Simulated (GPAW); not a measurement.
**SiC (Moissanite, P6_3mc): the Si K absorption edge**

How does the Si K edge of SiC (Moissanite, P6_3mc) move when the bonds are compressed or stretched?

Program: GPAW 26.7.0. Level of theory: X-ray absorption from dipole matrix elements to empty bands, plane-wave PAW LDA. Results are calculated unless marked as measured.

Report form: the programs' logs are mostly left out.

### Step 1. Set-up

The structure is hexagonal, space group P6_3mc (No. 186). The conventional cell has a = 3.076 Å, b = 3.076 Å, c = 5.048 Å, α = 90.00°, β = 90.00°, γ = 120.00°. Si has 4 C at 1.87 to 1.94 Å nearest. C has 4 Si at 1.87 to 1.94 Å nearest. Farther neighbours are not listed.

As a file:

```cif
data_structure
_symmetry_space_group_name_H-M 'P 1'
_symmetry_Int_Tables_number 1
_cell_length_a 3.0760
_cell_length_b 3.0760
_cell_length_c 5.0480
_cell_angle_alpha 90.000
_cell_angle_beta 90.000
_cell_angle_gamma 120.000
_cell_volume 41.36
loop_
_atom_site_label
_atom_site_type_symbol
_atom_site_fract_x
_atom_site_fract_y
_atom_site_fract_z
_atom_site_occupancy
Si1 Si 0.66667 0.33333 0.50000 1
Si2 Si 0.33333 0.66667 0.00000 1
C3 C 0.66667 0.33333 0.88500 1
C4 C 0.33333 0.66667 0.38500 1
```

### Step 2. Ground state of the crystal

A plain self-consistent run shows whether there is a gap, which decides the set-up of the core-hole run.

Contents of scf.py:

```python
import numpy as np
from ase import Atoms
from ase.parallel import parprint, paropen
from gpaw import GPAW, PW, FermiDirac, Mixer, MixerDif, setup_paths
from gpaw.test import gen
setup_paths.insert(0, '.')
gen('Si', name='nch1s', xcname='LDA', corehole=(1, 0, 0), write_xml=True)
from gpaw.mpi import world
world.barrier()

atoms = Atoms('Si2C2',
    cell=[[3.076, 0, 0],
     [-1.538, 2.66389414, 0],
     [0, 0, 5.048]],
    scaled_positions=[[0.66666667, 0.33333333, 0.5],
     [0.33333333, 0.66666667, 0],
     [0.66666667, 0.33333333, 0.885],
     [0.33333333, 0.66666667, 0.385]],
    pbc=True)
atoms.calc = calc = GPAW(legacy_gpaw=True, mode=PW(430, force_complex_dtype=True), xc='LDA', setups={0: 'nch1s'},
    kpts={'size': (9, 9, 5), 'gamma': True}, occupations=FermiDirac(0.05),
    charge=0, mixer=Mixer(0.1, 5, 50), maxiter=150,
    convergence={'density': 0.0001, 'eigenstates': 1e-6}, txt='scf.txt')
energy = atoms.get_potential_energy() + calc.get_reference_energy()
ef = calc.get_fermi_level()
out = dict(energy=energy, fermi=ef, forces=atoms.get_forces().tolist())
parprint(f'all-electron energy {energy:.4f} eV, Fermi level {ef:.4f} eV')
ev = np.array([[calc.get_eigenvalues(k, s) for k in range(len(calc.get_ibz_k_points()))] for s in range(calc.get_number_of_spins())])
out['homo'], out['lumo'], out['counts'] = ev[ev < ef].max(), ev[ev > ef].min(), sorted(set((ev < ef).sum((0, 2)).tolist()))
out['filled'] = (ev[:, 0] < ef).sum(1).tolist()
import json
with paropen('out.json', 'w') as f:
    json.dump(out, f)
```

Run with:

```
$ OMP_NUM_THREADS=1 mpirun -n 4 gpaw python scf.py
```

It took 6 s on 4 MPI ranks of Arm Neoverse V1, shared host; peak memory 0.17 GiB.

The mesh shows a gap of 2.20 eV, so the hole is first treated in a charged cell, without the excited electron.

### Step 3. Supercell without a hole, the energy reference

The photon energy needs a difference of total energies, so the cell and mesh of the coming hole run are first run without a hole.

scf.py, as its differences from that of step 2:

```diff
@@ -10,13 +10,25 @@
 
-atoms = Atoms('Si2C2',
-    cell=[[3.076, 0, 0],
-     [-1.538, 2.66389414, 0],
-     [0, 0, 5.048]],
-    scaled_positions=[[0.66666667, 0.33333333, 0.5],
-     [0.33333333, 0.66666667, 0],
-     [0.66666667, 0.33333333, 0.885],
-     [0.33333333, 0.66666667, 0.385]],
+atoms = Atoms('Si8C8',
+    cell=[[-3.076, 0, -5.048],
+     [3.076, 0, -5.048],
+     [3.076, -5.32778828, 0]],
+    scaled_positions=[[0.41666667, 0.08333333, 0.83333333],
+     [0.41666667, 0.08333333, 0.33333333],
+     [0.91666667, 0.58333333, 0.83333333],
+     [0.91666667, 0.58333333, 0.33333333],
+     [0.83333333, 0.16666667, 0.66666667],
+     [0.83333333, 0.16666667, 0.16666667],
+     [0.33333333, 0.66666667, 0.66666667],
+     [0.33333333, 0.66666667, 0.16666667],
+     [0.22416667, 0.89083333, 0.83333333],
+     [0.22416667, 0.89083333, 0.33333333],
+     [0.72416667, 0.39083333, 0.83333333],
+     [0.72416667, 0.39083333, 0.33333333],
+     [0.64083333, 0.97416667, 0.66666667],
+     [0.64083333, 0.97416667, 0.16666667],
+     [0.14083333, 0.47416667, 0.66666667],
+     [0.14083333, 0.47416667, 0.16666667]],
     pbc=True)
 atoms.calc = calc = GPAW(legacy_gpaw=True, mode=PW(430, force_complex_dtype=True), xc='LDA', setups={0: 'nch1s'},
-    kpts={'size': (9, 9, 5), 'gamma': True}, occupations=FermiDirac(0.05),
+    kpts={'size': (4, 4, 4), 'gamma': True}, occupations=FermiDirac(0.02),
     charge=0, mixer=Mixer(0.1, 5, 50), maxiter=150,
```

It took 40 s on 4 MPI ranks; peak memory 0.28 GiB.

Reference energy: -71152.305 eV with the cores included.

### Step 4. Spectrum with FCH, Si atom 1

The holes are 5.9 Å apart. In GPAW the data set carries the hole's charge, so charge=0 means a charged cell and charge=-1 a neutral one. The excited electron is left out and a uniform background balances the charge. After the field has converged, empty bands are computed with the density fixed and the dipole matrix elements are summed.

The absorber has 3 C at 1.87 Å and 1 C at 1.94 Å (distorted tetrahedral, site symmetry 3m).

Contents of xas.py:

```python
import numpy as np
from ase import Atoms
from ase.parallel import parprint, paropen
from gpaw import GPAW, PW, FermiDirac, Mixer, MixerDif, setup_paths
from gpaw.test import gen
setup_paths.insert(0, '.')
gen('Si', name='fch1s', xcname='LDA', corehole=(1, 0, 1), write_xml=True)
from gpaw.mpi import world
world.barrier()

atoms = Atoms('Si8C8',
    cell=[[-3.076, 0, -5.048],
     [3.076, 0, -5.048],
     [3.076, -5.32778828, 0]],
    scaled_positions=[[0.41666667, 0.08333333, 0.83333333],
     [0.41666667, 0.08333333, 0.33333333],
     [0.91666667, 0.58333333, 0.83333333],
     [0.91666667, 0.58333333, 0.33333333],
     [0.83333333, 0.16666667, 0.66666667],
     [0.83333333, 0.16666667, 0.16666667],
     [0.33333333, 0.66666667, 0.66666667],
     [0.33333333, 0.66666667, 0.16666667],
     [0.22416667, 0.89083333, 0.83333333],
     [0.22416667, 0.89083333, 0.33333333],
     [0.72416667, 0.39083333, 0.83333333],
     [0.72416667, 0.39083333, 0.33333333],
     [0.64083333, 0.97416667, 0.66666667],
     [0.64083333, 0.97416667, 0.16666667],
     [0.14083333, 0.47416667, 0.66666667],
     [0.14083333, 0.47416667, 0.16666667]],
    pbc=True)
atoms.calc = calc = GPAW(legacy_gpaw=True, mode=PW(430, force_complex_dtype=True), xc='LDA', setups={0: 'fch1s'},
    kpts={'size': (4, 4, 4), 'gamma': True}, occupations=FermiDirac(0.02),
    charge=0, mixer=Mixer(0.1, 5, 50), maxiter=150,
    convergence={'density': 0.0001, 'eigenstates': 1e-6}, txt='scf.txt')
energy = atoms.get_potential_energy() + calc.get_reference_energy()
ef = calc.get_fermi_level()
out = dict(energy=energy, fermi=ef, forces=atoms.get_forces().tolist())
parprint(f'all-electron energy {energy:.4f} eV, Fermi level {ef:.4f} eV')
ev = np.array([[calc.get_eigenvalues(k, s) for k in range(len(calc.get_ibz_k_points()))] for s in range(calc.get_number_of_spins())])
out['homo'], out['lumo'], out['counts'] = ev[ev < ef].max(), ev[ev > ef].min(), sorted(set((ev < ef).sum((0, 2)).tolist()))
out['filled'] = (ev[:, 0] < ef).sum(1).tolist()

from ase.units import Ha
from gpaw.xas import dipole_matrix_elements
nb = int(calc.get_number_of_electrons() / 2) + 101
top, nb = nb, nb + 8 + nb // 12
nscf = calc.fixed_density(kpts={'size': (5, 5, 5), 'gamma': True}, nbands=nb,
    convergence={'bands': top, 'eigenstates': 5e-3}, maxiter=60, txt='nscf.txt')
cell = atoms.cell.array
ops = [cell.T @ U.T @ np.linalg.inv(cell.T) for U in nscf.wfs.kd.symmetry.op_scc]
filled = [32]  # bands filled in the ground state, by spin
E = np.arange(-6, 34, 0.1)
fwhm = np.interp(E, [4, 25], [0.9, 3.5])
Y, X, zero, highest = 0, 0, 1e9, 1e9
for spin in range(nscf.get_number_of_spins()):
    wfs = nscf.wfs
    mine = wfs.bd.get_slice()  # this rank's bands
    A = dipole_matrix_elements(wfs.setups[0])
    eps = np.zeros((wfs.kd.nibzkpts, nb))
    d = np.zeros((3, A.shape[1], wfs.kd.nibzkpts, nb), complex)
    for kpt in wfs.kpt_u:
        if kpt.s == spin and 0 in kpt.P_ani:
            eps[kpt.k, mine] = kpt.eps_n * Ha
            d[:, :, kpt.k, mine] = (kpt.weight * wfs.nspins / 2) ** 0.5 * np.inner(A, kpt.P_ani[0])
    world.sum(eps)
    world.sum(d)
    T = np.einsum('amkn,bmkn->abkn', d, d.conj()).real
    T = sum(np.einsum('ai,ijkn,bj->abkn', R, T, R) for R in ops) / len(ops)
    empty = np.ones_like(eps, bool) & (np.arange(nb) >= filled[spin])
    zero, highest = min(zero, eps[empty].min()), min(highest, eps[:, top - 1].min())
    lines = [(eps, T, empty)] if spin == 0 else lines + [(eps, T, empty)]
for eps, T, empty in lines:
    f = np.einsum('aakn->akn', T).reshape(3, -1)
    x = eps.ravel() - zero
    w = np.interp(x, E, fwhm) / 2.35482
    g = np.exp(-0.5 * ((E[:, None] - x) / w) ** 2) / (w * (2 * np.pi) ** 0.5)
    Y = Y + (f * empty.ravel()) @ g.T
    X = X + (f * ~empty.ravel()) @ g.T
out.update(E=E.round(2).tolist(), xas=Y.tolist(), xes=X.tolist(), zero=zero, valid=highest - zero, nk=len(eps), nb=nb)
for i in range(0, len(E), 10):
    parprint(f'{E[i]:7.2f}', *(f'{v:10.3e}' for v in Y[:, i]))
import json
with paropen('out.json', 'w') as f:
    json.dump(out, f)
```

Run with:

```
$ OMP_NUM_THREADS=1 mpirun -n 4 gpaw python xas.py
```

It took 3.2 min on 4 MPI ranks; peak memory 0.52 GiB.

The Si K spectrum, Si atom 1, full core hole (charged cell) (energy from the lowest empty level; intensity scaled to a mean of 1 over the first 20 eV; polarised curves are means over the symmetry-equivalent atoms):

```csv
E (eV),isotropic,ε ⊥ c,ε ∥ c
-2.0,0.00,0.00,0.00
-1.4,0.00,0.00,0.00
-0.8,0.00,0.00,0.01
-0.2,0.07,0.05,0.09
0.4,0.48,0.48,0.46
1.0,1.12,1.12,1.14
1.6,1.49,1.19,2.09
2.2,1.37,0.93,2.26
2.8,1.23,0.87,1.96
3.4,1.64,1.53,1.85
4.0,2.08,2.36,1.52
4.6,1.77,2.08,1.16
5.2,1.37,1.63,0.86
5.8,1.13,1.30,0.79
6.4,0.97,1.06,0.81
7.0,0.94,0.96,0.91
7.6,0.91,0.88,0.97
8.2,0.88,0.87,0.92
8.8,0.86,0.85,0.89
9.4,0.80,0.78,0.84
10.0,0.73,0.72,0.74
10.6,0.66,0.65,0.67
11.2,0.58,0.54,0.64
11.8,0.51,0.45,0.64
12.4,0.51,0.42,0.70
13.0,0.54,0.44,0.75
13.6,0.56,0.47,0.75
14.2,0.58,0.52,0.71
14.8,0.65,0.62,0.69
15.4,0.78,0.81,0.74
16.0,1.00,1.07,0.85
16.6,1.23,1.35,0.97
17.2,1.36,1.53,1.03
17.8,1.35,1.53,1.00
18.4,1.21,1.36,0.91
19.0,1.00,1.11,0.78
19.6,0.81,0.88,0.66
20.2,0.67,0.72,0.58
20.8,0.59,0.62,0.53
21.4,0.55,0.56,0.52
22.0,0.53,0.53,0.53
22.6,0.52,0.50,0.55
23.2,0.52,0.48,0.58
23.8,0.52,0.48,0.61
24.4,0.53,0.48,0.65
25.0,0.55,0.49,0.67
25.6,0.56,0.50,0.68
26.2,0.57,0.51,0.68
```

Main maxima below 24 eV (height): 1.8 eV (1.51), 4.1 eV (2.10) and 17.5 eV (1.38). A K edge sees empty p states on the absorber.

The hole costs E(hole) − E(ground) = 1835.12 eV, and the lowest empty level of the hole cell on the spectrum's mesh lies at 10.28 eV, which puts the zero at 1845.40 eV. One term is added: -14.86 eV, since the hole is spin-paired here and a spin-polarised one costs that much less in the free atom (computed apart). The photon energy is then 1830.54 eV. The tabulated edge of the element is 1839 eV. The functional and the charged cell's background leave an error in such absolute values: in the free atom LDA prices this hole 7.8 eV below PBE (computed apart), and PBE is itself good to a few eV.

### Step 5. Reference energy of the supercell

The cell changes for the next run, so it gets a reference energy of its own.

The cell differs from the one that the last finished run ended in (a 5.911 → 5.791 Å, b 5.911 → 5.791 Å, c 6.152 → 6.026 Å).

scf.py, as its differences from that of step 3:

```diff
@@ -11,5 +11,5 @@
 atoms = Atoms('Si8C8',
-    cell=[[-3.076, 0, -5.048],
-     [3.076, 0, -5.048],
-     [3.076, -5.32778828, 0]],
+    cell=[[-3.01320687, 0, -4.94495068],
+     [3.01320687, 0, -4.94495068],
+     [3.01320687, -5.21902739, 0]],
     scaled_positions=[[0.41666667, 0.08333333, 0.83333333],
```

Run with:

```
$ OMP_NUM_THREADS=1 mpirun -n 4 gpaw python scf.py
```

It took 44 s on 4 MPI ranks; peak memory 0.27 GiB; 2.9 min of CPU time.

Reference energy: -71152.001 eV with the cores included.

### Step 6. Spectrum with FCH, Si atom 1

Shorter bonds are expected to push antibonding states and scattering resonances up, and longer ones down; the cell is scaled to test that.

Changed against the first core-hole run: volume scale from 1 to 0.94.

xas.py, as its differences from that of step 4:

```diff
@@ -11,5 +11,5 @@
 atoms = Atoms('Si8C8',
-    cell=[[-3.076, 0, -5.048],
-     [3.076, 0, -5.048],
-     [3.076, -5.32778828, 0]],
+    cell=[[-3.01320687, 0, -4.94495068],
+     [3.01320687, 0, -4.94495068],
+     [3.01320687, -5.21902739, 0]],
     scaled_positions=[[0.41666667, 0.08333333, 0.83333333],
@@ -45,3 +45,3 @@
 from gpaw.xas import dipole_matrix_elements
-nb = int(calc.get_number_of_electrons() / 2) + 101
+nb = int(calc.get_number_of_electrons() / 2) + 95
 top, nb = nb, nb + 8 + nb // 12
```

Run with:

```
$ OMP_NUM_THREADS=1 mpirun -n 4 gpaw python xas.py
```

Elapsed: 2.7 min, on 4 MPI ranks; peak memory 0.49 GiB; 11 min of CPU time.

```csv
E (eV),first run,this run
-2.0,0.00,0.00
-1.0,0.00,0.00
0.0,0.15,0.16
1.0,1.12,1.04
2.0,1.47,1.39
3.0,1.32,1.19
4.0,2.08,1.92
5.0,1.46,1.60
6.0,1.06,1.17
7.0,0.94,0.98
8.0,0.89,0.91
9.0,0.84,0.86
10.0,0.73,0.82
11.0,0.61,0.71
12.0,0.51,0.55
13.0,0.54,0.51
14.0,0.57,0.53
15.0,0.68,0.55
16.0,1.00,0.71
17.0,1.33,1.08
18.0,1.32,1.39
19.0,1.00,1.35
20.0,0.71,1.05
21.0,0.57,0.77
22.0,0.53,0.63
23.0,0.52,0.58
24.0,0.53,0.56
25.0,0.55,0.57
```

Against the first run the r.m.s. difference is 15 %. The highest intensity below 16 eV goes from 4.1 eV (2.10) to 4.3 eV (2.06).

The photon energy of the zero moves by -0.04 eV.

### Step 7. Supercell without a hole, the energy reference

The cell differs from the one that the last finished run ended in (a 5.791 → 5.852 Å, b 5.791 → 5.852 Å, c 6.026 → 6.090 Å).

scf.py, as its differences from that of step 5:

```diff
@@ -11,5 +11,5 @@
 atoms = Atoms('Si8C8',
-    cell=[[-3.01320687, 0, -4.94495068],
-     [3.01320687, 0, -4.94495068],
-     [3.01320687, -5.21902739, 0]],
+    cell=[[-3.04492717, 0, -4.99700661],
+     [3.04492717, 0, -4.99700661],
+     [3.04492717, -5.27396856, 0]],
     scaled_positions=[[0.41666667, 0.08333333, 0.83333333],
```

Run with:

```
$ OMP_NUM_THREADS=1 mpirun -n 4 gpaw python scf.py
```

It took 40 s on 4 MPI ranks; peak memory 0.27 GiB.

Reference energy: -71152.271 eV with the cores included.

### Step 8. Spectrum with FCH, Si atom 1

Changed against the first core-hole run: volume scale from 1 to 0.97.

xas.py, as its differences from that of step 6:

```diff
@@ -11,5 +11,5 @@
 atoms = Atoms('Si8C8',
-    cell=[[-3.01320687, 0, -4.94495068],
-     [3.01320687, 0, -4.94495068],
-     [3.01320687, -5.21902739, 0]],
+    cell=[[-3.04492717, 0, -4.99700661],
+     [3.04492717, 0, -4.99700661],
+     [3.04492717, -5.27396856, 0]],
     scaled_positions=[[0.41666667, 0.08333333, 0.83333333],
@@ -45,3 +45,3 @@
 from gpaw.xas import dipole_matrix_elements
-nb = int(calc.get_number_of_electrons() / 2) + 95
+nb = int(calc.get_number_of_electrons() / 2) + 98
 top, nb = nb, nb + 8 + nb // 12
```

Run with:

```
$ OMP_NUM_THREADS=1 mpirun -n 4 gpaw python xas.py
```

Elapsed: 2.9 min, on 4 MPI ranks; peak memory 0.51 GiB; 12 min of CPU time.

```csv
E (eV),first run,this run
-2.0,0.00,0.00
-1.0,0.00,0.00
0.0,0.15,0.16
1.0,1.12,1.08
2.0,1.47,1.43
3.0,1.32,1.26
4.0,2.08,2.01
5.0,1.46,1.52
6.0,1.06,1.11
7.0,0.94,0.95
8.0,0.89,0.89
9.0,0.84,0.86
10.0,0.73,0.77
11.0,0.61,0.65
12.0,0.51,0.52
13.0,0.54,0.52
14.0,0.57,0.55
15.0,0.68,0.60
16.0,1.00,0.85
17.0,1.33,1.23
18.0,1.32,1.39
19.0,1.00,1.19
20.0,0.71,0.86
21.0,0.57,0.65
22.0,0.53,0.57
23.0,0.52,0.54
24.0,0.53,0.54
25.0,0.55,0.56
26.0,0.57,0.58
```

The scaled spectrum changes by 7 % r.m.s. The highest intensity below 16 eV goes from 4.1 eV (2.10) to 4.2 eV (2.07).

The photon energy of the zero moves by -0.02 eV.

### Step 9. Supercell without a hole, the energy reference

The cell differs from the one that the last finished run ended in (a 5.852 → 5.970 Å, b 5.852 → 5.970 Å, c 6.090 → 6.213 Å).

scf.py, as its differences from that of step 7:

```diff
@@ -11,5 +11,5 @@
 atoms = Atoms('Si8C8',
-    cell=[[-3.04492717, 0, -4.99700661],
-     [3.04492717, 0, -4.99700661],
-     [3.04492717, -5.27396856, 0]],
+    cell=[[-3.10645743, 0, -5.09798345],
+     [3.10645743, 0, -5.09798345],
+     [3.10645743, -5.38054209, 0]],
     scaled_positions=[[0.41666667, 0.08333333, 0.83333333],
```

Run with:

```
$ OMP_NUM_THREADS=1 mpirun -n 4 gpaw python scf.py
```

Elapsed: 41 s, on 4 MPI ranks; peak memory 0.28 GiB; 2.7 min of CPU time.

Reference energy: -71152.133 eV with the cores included.

### Step 10. Spectrum with FCH, Si atom 1

Changed against the first core-hole run: volume scale from 1 to 1.03.

xas.py, as its differences from that of step 8:

```diff
@@ -11,5 +11,5 @@
 atoms = Atoms('Si8C8',
-    cell=[[-3.04492717, 0, -4.99700661],
-     [3.04492717, 0, -4.99700661],
-     [3.04492717, -5.27396856, 0]],
+    cell=[[-3.10645743, 0, -5.09798345],
+     [3.10645743, 0, -5.09798345],
+     [3.10645743, -5.38054209, 0]],
     scaled_positions=[[0.41666667, 0.08333333, 0.83333333],
@@ -45,3 +45,3 @@
 from gpaw.xas import dipole_matrix_elements
-nb = int(calc.get_number_of_electrons() / 2) + 98
+nb = int(calc.get_number_of_electrons() / 2) + 104
 top, nb = nb, nb + 8 + nb // 12
```

Run with:

```
$ OMP_NUM_THREADS=1 mpirun -n 4 gpaw python xas.py
```

The job ended after 3.2 min (4 MPI ranks; peak memory 0.54 GiB).

```csv
E (eV),first run,this run
-2.0,0.00,0.00
-1.0,0.00,0.00
0.0,0.15,0.15
1.0,1.12,1.17
2.0,1.47,1.51
3.0,1.32,1.40
4.0,2.08,2.13
5.0,1.46,1.43
6.0,1.06,1.02
7.0,0.94,0.94
8.0,0.89,0.90
9.0,0.84,0.81
10.0,0.73,0.68
11.0,0.61,0.57
12.0,0.51,0.51
13.0,0.54,0.56
14.0,0.57,0.61
15.0,0.68,0.78
16.0,1.00,1.14
17.0,1.33,1.36
18.0,1.32,1.18
19.0,1.00,0.83
20.0,0.71,0.61
21.0,0.57,0.53
22.0,0.53,0.50
23.0,0.52,0.50
24.0,0.53,0.52
25.0,0.55,0.55
26.0,0.57,0.56
```

Against the first run the r.m.s. difference is 7 %. The highest intensity below 16 eV goes from 4.1 eV (2.10) to 4.0 eV (2.13).

The photon energy of the zero moves by +0.02 eV.

### Step 11. Reference energy of the supercell

The cell differs from the one that the last finished run ended in (a 5.970 → 6.027 Å, b 5.970 → 6.027 Å, c 6.213 → 6.273 Å).

scf.py, as its differences from that of step 9:

```diff
@@ -11,5 +11,5 @@
 atoms = Atoms('Si8C8',
-    cell=[[-3.10645743, 0, -5.09798345],
-     [3.10645743, 0, -5.09798345],
-     [3.10645743, -5.38054209, 0]],
+    cell=[[-3.13632904, 0, -5.14700553],
+     [3.13632904, 0, -5.14700553],
+     [3.13632904, -5.43228125, 0]],
     scaled_positions=[[0.41666667, 0.08333333, 0.83333333],
```

Run with:

```
$ OMP_NUM_THREADS=1 mpirun -n 4 gpaw python scf.py
```

Wall time 38 s (4 MPI ranks); peak memory 0.28 GiB; 2.5 min of CPU time.

Reference energy: -71151.785 eV with the cores included.

[end of part 1 of 2]

[Logs are printed without paths, hosts, clocks, repeated set-up lines and the standing remarks that a program may print on its own settings, such as how far it seeks lower states.]

[Hosts, paths, dates, database ids (printed as entryN), source tags and the programs' standing remarks are cut or masked in the printed files.]

[Lists of maxima count a maximum above −3 eV only where it reaches 4 % of the highest in the window and stands out from its surroundings by 2 % of it (1.5 % where it reaches 55 %); shoulders and weaker maxima are passed over, and of the rest the first, up to two pre-edge ones and the few strongest are named.]
